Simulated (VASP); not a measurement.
# Si4W (P6/mmm) in VASP: reference runs

How does Si4W come out in PBE? The cell is run as given.

Program: VASP 6.6.1. These are calculated values, not measurements. Logs are shortened: lines on timing, memory, paths and dates and some standing lists are left out, and cuts for length are marked.

### 1 The structure

It takes space group P6/mmm (No. 191, hexagonal). Conventional cell: a = 4.454 Å, b = 4.454 Å, c = 4.531 Å, α = 90.00°, β = 90.00°, γ = 120.00°. Si (site symmetry 3m) has 1 Si at 1.65 Å as nearest neighbours. W (site symmetry 6/mmm) has 12 Si at 2.70 Å as nearest neighbours.

The cell was built by a generator and needn't be a form met in nature.

### 2 Single point, PBE

File INCAR:

```
SYSTEM = Si4W
  PREC = Accurate
  ENCUT = 520
  EDIFF = 1E-7
  ISMEAR = -1
  SIGMA = 0.05
  LREAL = .False.
  LASPH = .True.
  NELM = 80
  ALGO = Normal
  ISIF = 2
  LWAVE = .False.
  LCHARG = .True.
  GGA = PE
  LELF = .True.
  LVHAR = .True.
  NBANDS = 23
```

File KPOINTS:

```
regular mesh
0
Gamma
  7 7 6
  0 0 0
```

File POSCAR:

```
Si4W
1.0
    4.4539752800      0.0000000000      0.0000000000
   -2.2269876400      3.8572557400      0.0000000000
    0.0000000000      0.0000000000      4.5313977100
Si W
4 1
Direct
    0.3333333300      0.6666666700      0.8179659200
    0.3333333300      0.6666666700      0.1820340800
    0.6666666700      0.3333333300      0.1820340800
    0.6666666700      0.3333333300      0.8179659200
    0.0000000000      0.0000000000      0.0000000000
```

Potentials or basis: VASP PAW PBE potentials, release 64 (Si, W_sv).

Run with:

```sh
$ cat potpaw_PBE.64/Si/POTCAR potpaw_PBE.64/W_sv/POTCAR > POTCAR
$ mpirun -np 1 vasp_std > vasp.out
```

OUTCAR:

```text
SYSTEM = Si4W
   PREC = Accurate
   ENCUT = 520
   EDIFF = 1E-7
   ISMEAR = -1
   LREAL = .False.
   LASPH = .True.
   NELM = 80
   ISIF = 2
   GGA = PE

 ion  position               nearest neighbor table
   1  0.333  0.667  0.818-   2 1.65   4 2.57   4 2.57   4 2.57   5 2.70   5 2.70   5 2.70   2 2.88
                             3 3.06   3 3.06   3 3.06
   2  0.333  0.667  0.182-   1 1.65   3 2.57   3 2.57   3 2.57   5 2.70   5 2.70   5 2.70   1 2.88
                             4 3.06   4 3.06   4 3.06
   3  0.667  0.333  0.182-   4 1.65   2 2.57   2 2.57   2 2.57   5 2.70   5 2.70   5 2.70   4 2.88
                             1 3.06   1 3.06   1 3.06
   4  0.667  0.333  0.818-   3 1.65   1 2.57   1 2.57   1 2.57   5 2.70   5 2.70   5 2.70   3 2.88
                             2 3.06   2 3.06   2 3.06
   5  0.000  0.000  0.000-   1 2.70   2 2.70   3 2.70   4 2.70   1 2.70   2 2.70   3 2.70   4 2.70
                             3 2.70   4 2.70   1 2.70   2 2.70

  LATTYP: Found a hexagonal cell.
 ALAT       =     4.4539752800
 C/A-ratio  =     1.0173827705

  Lattice vectors:

 A1 = (   4.4539752800,   0.0000000000,   0.0000000000)
 A2 = (  -2.2269876400,   3.8572557400,   0.0000000000)
 A3 = (   0.0000000000,   0.0000000000,   4.5313977100)

Analysis of symmetry for initial positions (statically):
=====================================================================
 Subroutine PRICEL returns:
 Original cell was already a primitive cell.

 Routine SETGRP: Setting up the symmetry group for a
 hexagonal supercell.

 Subroutine GETGRP returns: Found 24 space group operations
 (whereof 24 operations were pure point group operations)
 out of a pool of 24 trial point group operations.

The static configuration has the point symmetry D_6h.

Analysis of symmetry for dynamics (positions and initial velocities):
=====================================================================
 Subroutine PRICEL returns:
 Original cell was already a primitive cell.

 Routine SETGRP: Setting up the symmetry group for a
 hexagonal supercell.

 Subroutine GETGRP returns: Found 24 space group operations
 (whereof 24 operations were pure point group operations)
 out of a pool of 24 trial point group operations.

The dynamic configuration has the point symmetry D_6h.

 Subroutine INISYM returns: Found 24 space group operations
 (whereof 24 operations are pure point group operations),
 and found     1 'primitive' translations

[... 94 lines left out ...]
   ISPIN  =      1    spin polarized calculation?
   LNONCOLLINEAR =      F non collinear calculations
   LSORBIT =      F    spin-orbit coupling
   LASPH  =      T    aspherical Exc in radial PAW
   ENCUT  =  520.0 eV  38.22 Ry    6.18 a.u.   8.28  8.28  8.43*2*pi/ulx,y,z
   NELM   =     80;   NELMIN=  2; NELMDL= -5     # of ELM steps
   EDIFF  = 0.1E-06   stopping-criterion for ELM
   LREAL  =      F    real-space projection
   EDIFFG = 0.1E-05   stopping-criterion for IOM
   NSW    =      0    number of steps for IOM
   IBRION =     -1    ionic relax: 0-MD 1-quasi-New 2-CG
   NFREE  =      0    steps in history (QN), initial steepest desc. (CG)
   ISIF   =      2    stress and relaxation
   ISYM   =      2    0-nonsym 1-usesym 2-fastsym
   POTIM  = 0.5000    time-step for ionic-motion
   TEBEG  =    0.0;   TEEND  =   0.0 temperature during run
   PSTRESS=    0.0 pullay stress
   NELECT =      30.0000    total number of electrons
   NUPDOWN=      -1.0000    fix difference up-down
   EMIN   =  10.00;   EMAX   =-10.00  energy-range for DOS
   EFERMI =   0.00;   METHOD = LEGACY
   ISMEAR =    -1;   SIGMA  =   0.05  broadening in eV -4-tet -1-fermi 0-gaus
   EFERMI_NEDOS =   21; number of points for ismear=-14 and -15
   IALGO  =     38    algorithm
   IMIX   =      4    mixing-type and parameters
     AMIX     =   0.40;   BMIX     =  1.00
     AMIX_MAG =   1.60;   BMIX_MAG =  1.00
  volume/ion in A,a.u.               =      15.57       105.07
  Fermi-wavevector in a.u.,A,eV,Ry     =   1.191322  2.251272 19.310038  1.419248
  Thomas-Fermi vector in A             =   2.327386
   LORBIT       =      0    0 simple, 1 ext, 2 COOP (PROOUT), +10 PAW based schemes
   GGA     = PE    functional components
   LHFCALC =     F    Hartree Fock is set to
   AEXX    =    0.0000 exact exchange contribution
   IVDW    =     0    specifies the selected vdW correction
   LEPSILON=     F    determine dielectric tensor
   LRPA    =     F    only Hartree local field effects (RPA)
 non-spin polarized calculation
  energy-cutoff  :      520.00
  volume of cell :       77.85
 maximum number of plane-waves:      2114
 NGX is ok and might be reduce to    36
   NGX = 17   NGY = 17   NGZ = 17

 number of electron      30.0000000 magnetization

 Free energy of the ion-electron system (eV)
  ---------------------------------------------------
  ext. energy  EPLUGINS =         0.00000000
  ---------------------------------------------------
  free energy    TOTEN  =       -20.72774126 eV

  energy without entropy =      -20.70993118  energy(sigma->0) =      -20.71883622

 E-fermi :   8.8827     XC(G=0): -11.1029

 val. band max:        8.8814286257   @ k =   0.4286   0.1429   0.3333
 cond. band min:       8.9067205192   @ k =   0.2857   0.2857   0.3333
 fundamental gap:      0.0252918934
 Fermi energy:         8.8827107489

 k-point     1 :       0.0000    0.0000    0.0000
  band No.  band energies     occupation
      1     -65.1520      2.00000
      2     -29.4337      2.00000
      3     -29.4337      2.00000
      4     -29.2895      2.00000
      5      -5.6795      2.00000
      6       1.2822      2.00000
[... 613 lines left out ...]
     22      13.7892      0.00000
     23      14.6111      0.00000

 [... further k-points ...]
[... 5 lines left out ...]
  --------------------------------------------------------------------------------------
  -------------------------------------------------------------------------------------
  Total       -1.1888872     -1.1888872     81.9329092      0.0000000     -0.0000000      0.0000000
  in kB      -24.4676823    -24.4676823   1686.2056521      0.0000000     -0.0000000      0.0000000
  external PRESSURE =     545.7567625 kB  Pullay stress =       0.0000000 kB

 VOLUME and BASIS-vectors are now :
 -----------------------------------------------------------------------------
  energy-cutoff  :      520.00
  volume of cell :       77.85
      direct lattice vectors                 reciprocal lattice vectors
     4.453975280  0.000000000  0.000000000     0.224518534  0.129625836  0.000000000
    -2.226987640  3.857255740  0.000000000     0.000000000  0.259251672  0.000000000
     0.000000000  0.000000000  4.531397710     0.000000000  0.000000000  0.220682461

 POSITION                                       TOTAL-FORCE (eV/Angst)
 -----------------------------------------------------------------------------------
     -0.00000      2.57150      3.70653         0.000000      0.000000    -26.675788
     -0.00000      2.57150      0.82487        -0.000000      0.000000     26.675788
      2.22699      1.28575      0.82487         0.000000     -0.000000     26.675788
      2.22699      1.28575      3.70653         0.000000      0.000000    -26.675788
      0.00000      0.00000      0.00000         0.000000      0.000000     -0.000000
 -----------------------------------------------------------------------------------
    total drift:                               -0.000000      0.000000      0.000000

  FREE ENERGIE OF THE ION-ELECTRON SYSTEM (eV)
  ---------------------------------------------------
  free  energy   TOTEN  =       -20.7277412613 eV

  energy  without entropy=      -20.7099311822  energy(sigma->0) =      -20.71883622
```

OSZICAR:

```text
N       E                     dE             d eps       ncg     rms          rms(c)
DAV:   1     0.188081010280E+03    0.18808E+03   -0.13765E+04  1472   0.124E+03
DAV:   2    -0.166431248441E+02   -0.20472E+03   -0.19506E+03  1649   0.309E+02
DAV:   3    -0.259944176761E+02   -0.93513E+01   -0.90121E+01  1942   0.581E+01
DAV:   4    -0.262024118678E+02   -0.20799E+00   -0.20725E+00  1724   0.892E+00
DAV:   5    -0.262071357587E+02   -0.47239E-02   -0.47222E-02  1966   0.139E+00    0.243E+01
DAV:   6    -0.220210594595E+02    0.41861E+01   -0.27306E+01  1647   0.278E+01    0.881E+00
DAV:   7    -0.209393887279E+02    0.10817E+01   -0.10409E+01  1672   0.167E+01    0.785E+00
DAV:   8    -0.207404350976E+02    0.19895E+00   -0.62011E-01  1802   0.478E+00    0.307E+00
DAV:   9    -0.207299307072E+02    0.10504E-01   -0.86772E-02  1815   0.165E+00    0.531E-01
DAV:  10    -0.207278429283E+02    0.20878E-02   -0.90761E-03  1754   0.536E-01    0.281E-01
DAV:  11    -0.207278737366E+02   -0.30808E-04   -0.19436E-03  1761   0.235E-01    0.135E-01
DAV:  12    -0.207277479768E+02    0.12576E-03   -0.22187E-04  1760   0.899E-02    0.490E-02
DAV:  13    -0.207277431210E+02    0.48558E-05   -0.68326E-05  1844   0.429E-02    0.395E-02
DAV:  14    -0.207277413340E+02    0.17870E-05   -0.94341E-06  1760   0.196E-02    0.686E-03
DAV:  15    -0.207277411753E+02    0.15877E-06   -0.86831E-07  1917   0.531E-03    0.989E-04
DAV:  16    -0.207277412779E+02   -0.10262E-06   -0.31447E-08  1058   0.109E-03    0.654E-04
DAV:  17    -0.207277412613E+02    0.16580E-07   -0.71716E-09   918   0.575E-04
   1 F= -.20727741E+02 E0= -.20718836E+02  d E =-.178101E-01
```

It took 59 s on 1 thread of Intel Xeon Platinum 8375C at 2.90GHz (Ice Lake), shared host; peak memory 0.22 GiB.

Results:

- Free energy: -20.7277 eV
- Pressure: 54.6 GPa
- Largest force: 26.676 eV/Å
- Band gap on the k mesh: none (metal or under the smearing width)

Forces in eV/Å, atoms in the order of the input:
```
Si    0.000   0.000 -26.676
Si    0.000   0.000  26.676
Si    0.000   0.000  26.676
Si    0.000   0.000 -26.676
W     0.000   0.000   0.000
```

Levels at points of the mesh, in eV from the Fermi level:
```
           k point  band 13  band 14  band 15  band 16  band 17  band 18
(0.00, 0.00, 0.00)    -1.32    -1.32     0.38     0.71     1.30     1.30
(0.00, 0.00, 0.50)    -1.20    -1.18    -1.18    -0.62    -0.62     2.55
```

Caveat: a pressure of tens of GPa on the cell as given is suspect, and the run, the potentials or the cell itself is likely at fault; forces of over 1 eV/Å show positions far from the minimum, so gaps and moduli don't describe the material at rest. Spin-orbit coupling is left out, which matters for the levels of W.
